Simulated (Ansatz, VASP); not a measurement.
## One calculation of Pb, two programs

The input INCAR:

```
SYSTEM = Pb
ALGO = Normal
EDIFF = 1E-6
ENCUT = 520
GGA = PS
ISIF = 2
ISMEAR = -1
LASPH = .True.
LCHARG = .False.
LREAL = .False.
LWAVE = .False.
NBANDS = 13
NELM = 60
PREC = Accurate
SIGMA = 0.1
```

File KPOINTS:

```
k-points
0
Gamma
  18 18 18
  0 0 0
```

POSCAR

```
Pb
1.0
    0.0000000000      2.3607441251      2.3607441251
    2.3607441251      0.0000000000      2.3607441251
    2.3607441251      2.3607441251      0.0000000000
Pb
1
Direct
    0.0000000000      0.0000000000      0.0000000000
```

Input for Ansatz:

```yaml
crystal:
  lattice:
    - [0.0, 2.3607441251, 2.3607441251]
    - [2.3607441251, 0.0, 2.3607441251]
    - [2.3607441251, 2.3607441251, 0.0]
  atoms:
    - { symbol: Pb, position: [0.0, 0.0, 0.0] }
hamiltonian:
  xc: pbesol
  pseudopotentials:
    kind: paw
    azcp:
      Pb: "pseudopotentials/Pb.paw.azcp"
basis:
  ecutwfc: 420
  fft_grid_basis: typed
kpoints:
  mp_grid: { grid: [18, 18, 18], shift: [0, 0, 0] }
magnetization:
  spin_polarized: false
scf:
  occupations: { method: fermi_dirac, width: 0.1 }
output:
  stress: true
```

Alike in both runs: task single point; functional PBEsol; k mesh 18 × 18 × 18; occupations fermi-dirac, width 0.1 eV; no spin polarisation.

```csv
,VASP,Ansatz
version,VASP 6.6.1,Ansatz 0.2.0
potentials or method,"VASP PAW PBE potentials, release 64 (Pb_d)","plane waves (420 eV) with PAW, scalar-relativistic"
plane-wave cutoff (eV),520,420
valence electrons in the cell,14,14
```

```csv
,VASP,Ansatz,Ansatz less VASP
pressure (GPa),8.5,8.6,+0.08
```

With one functional, cell and mesh, what is left measures potentials, basis and numerics. Ansatz warned: «pseudo_functional_mismatch».

Caveats: the PAW data sets were made with another functional, which shifts forces and pressure a little (VASP). The runs have no spin-orbit coupling, so splittings on Pb are missing.
